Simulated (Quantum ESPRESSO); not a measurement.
Crystal: Os.

```
Os
1.0
     2.73410    0.00000    0.00000
    -1.36705    2.36780    0.00000
     0.00000    0.00000    4.31970
Os
2
Direct
  0.66667 0.33333 0.75000
  0.33333 0.66667 0.25000
```

Base run:

| Quantity | Value |
| --- | --- |
| Program | Quantum ESPRESSO 7.5 |
| Functional | PBE |
| Potentials or basis | SG15 PBE 1.2 |
| Cutoff | 952 eV |
| Density cutoff | 3810 eV |
| k mesh | 11 × 11 × 6 |
| Occupations | fermi-dirac, width 0.05 eV |
| Spin | no spin polarisation |

Its results: band gap on the k mesh none (metal or under the smearing width); pressure 8.1 GPa.

Problem. The run is repeated on the same cell with these changes: k mesh from 11 × 11 × 6 to 6 × 6 × 3. What comes out?

Solution. Band gap on the k mesh none (metal or under the smearing width); pressure 8.9 GPa.

Caveats: some runs use coarse meshes.

Not every run made on this cell is shown here.
